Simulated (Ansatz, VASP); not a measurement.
**GaCo in VASP and in Ansatz**

INCAR

```
PREC     = Accurate       # precision mode
ENCUT    = 520            # plane-wave cutoff, eV
EDIFF    = 1E-7           # SCF threshold, eV
ISMEAR   = -1             # smearing method
SIGMA    = 0.05           # smearing width, eV
LREAL    = F              # projectors in reciprocal space
LASPH    = T              # aspherical terms in the spheres
NELM     = 150            # most SCF steps
ALGO     = Normal         # electronic algorithm
ISIF     = 2              # what is computed and relaxed
LWAVE    = F              # write WAVECAR
LCHARG   = F              # write CHGCAR
ISPIN    = 2              # spin polarisation
MAGMOM   = 0 2            # initial moments
LORBIT   = 11             # projections on sites
LMAXMIX  = 4              # l up to which the mixer works
GGA      = PE             # functional
NBANDS   = 22             # bands
```

KPOINTS

```
Automatic mesh
0
Gamma
  9 9 9
```

POSCAR

```
GaCo
1.0
    2.9344457029      0.0000000000      0.0000000000
    0.0000000000      2.9344457029      0.0000000000
    0.0000000000      0.0000000000      2.9344457029
Ga Co
1 1
Direct
    0.5000000000      0.5000000000      0.5000000000
    0.0000000000      0.0000000000      0.0000000000
```

Contents of input.yaml:

```yaml
crystal:
  lattice:
    - [2.9344457029, 0.0, 0.0]
    - [0.0, 2.9344457029, 0.0]
    - [0.0, 0.0, 2.9344457029]
  atoms:
    - { symbol: Ga, position: [0.5, 0.5, 0.5] }
    - { symbol: Co, position: [0.0, 0.0, 0.0], spin: 2.0 }
hamiltonian:
  xc: pbe
  pseudopotentials: { kind: paw }
magnetization:
  spin_polarized: true
kpoints:
  mp_grid: { grid: [9, 9, 9] }
scf:
  occupations: { method: fermi_dirac, width: 0.05 }
output:
  forces: true
  stress: true
  eigenvalues: true
```

Change from the starting cell: volume scaled by 1.06.

Alike in both runs: task single point; functional PBE; k mesh 9 × 9 × 9; occupations fermi-dirac, width 0.05 eV; collinear spin, ferromagnetic start.

|  | VASP | Ansatz |
| --- | --- | --- |
| version | VASP 6.6.1 | Ansatz 0.2.0 |
| potentials or method | VASP PAW PBE potentials, release 64 (Ga_d, Co) | Ansatz PAW |
| plane-wave cutoff (eV) | 520 | 420 |
| valence electrons in the cell | 22 | 30 |

```csv
,VASP,Ansatz,Ansatz less VASP
gap on the k mesh at the Fermi level (eV),none,none,-
pressure (GPa),-8.2,-8.4,-0.19
net moment per atom (μB),0.05,0.05,+0.004
size of the moment on the site where the two differ most (μB),0.11,0.12,+0.011
```

Site moments also hang on the region over which each program counts them. A gap of «none» marks a metal or a gap that the smearing closes. The two sets of potentials don't hold the same shells in valence.

Caveats: the starting moments weren't kept (Ansatz).
